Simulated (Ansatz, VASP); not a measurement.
# One calculation of KMgF3, two programs

The input INCAR:

```
SYSTEM = KMgF3
ALGO     = Normal         ! electronic algorithm
EDIFF    = 1E-6           ! SCF threshold, eV
EDIFFG   = -0.01          ! ionic threshold
ENCUT    = 600            ! plane-wave cutoff, eV
GGA      = PE             ! functional
IBRION   = 2              ! ionic algorithm
ISIF     = 3              ! what is computed and relaxed
ISMEAR   = -1             ! smearing method
LASPH    = .True.         ! aspherical terms in the spheres
LCHARG   = .False.        ! write CHGCAR
LREAL    = .False.        ! projectors in reciprocal space
LWAVE    = .False.        ! write WAVECAR
NELM     = 100            ! most SCF steps
NSW      = 80             ! ionic steps
PREC     = Accurate       ! precision mode
SIGMA    = 0.1            ! smearing width, eV
```

Contents of KPOINTS:

```
k-points
0
Gamma
  5 5 5
  0 0 0
```

Contents of POSCAR:

```
KMgF3
1.0
    3.9859000000      0.0000000000      0.0000000000
    0.0000000000      3.9859000000      0.0000000000
    0.0000000000      0.0000000000      3.9859000000
K Mg F
1 1 3
Direct
    0.5000000000      0.5000000000      0.5000000000
    0.0000000000      0.0000000000      0.0000000000
    0.5000000000      0.0000000000      0.0000000000
    0.0000000000      0.5000000000      0.0000000000
    0.0000000000      0.0000000000      0.5000000000
```

Input for Ansatz:

```yaml
crystal:
  lattice:
    - [3.9859, 0.0, 0.0]
    - [0.0, 3.9859, 0.0]
    - [0.0, 0.0, 3.9859]
  atoms:
    - { symbol: K, position: [0.5, 0.5, 0.5] }
    - { symbol: Mg, position: [0.0, 0.0, 0.0] }
    - { symbol: F, position: [0.5, 0.0, 0.0] }
    - { symbol: F, position: [0.0, 0.5, 0.0] }
    - { symbol: F, position: [0.0, 0.0, 0.5] }
kpoints:
  mp_grid:
    grid: [5, 5, 5]
hamiltonian:
  xc: pbe
scf:
  occupations:
    method: fermi_dirac
relax:
  f_tol: 0.01
  cell:
    p_target: 0.0
```

Alike in both runs: task relaxation of cell and atoms; functional PBE; k mesh 5 × 5 × 5; no spin polarisation.

|  | VASP | Ansatz |
| --- | --- | --- |
| version | VASP 6.6.1 | Ansatz 0.2.0 |
| potentials or method | VASP PAW PBE potentials, release 64 (K_sv, Mg, F) | plane waves, PAW |
| plane-wave cutoff (eV) | 600 | 420 |
| occupations | fermi-dirac, width 0.1 eV | fermi-dirac |
| valence electrons in the cell | 32 | 40 |

Ansatz gave:

- relaxed volume (Å³/atom): 13.33
- relaxed cell length with the largest relative difference (Å): 4.054
- energy change over the relaxation (meV/atom): -7

Question: Estimate VASP's values.

Answer: Relaxed volume (Å³/atom): 13.24; relaxed cell length with the largest relative difference (Å): 4.045; energy change over the relaxation (meV/atom): -6.

The two sets of potentials don't hold the same shells in valence.

 PBE usually gives volumes a little too large and moduli too small. Zero-point motion and thermal expansion aren't in these numbers.
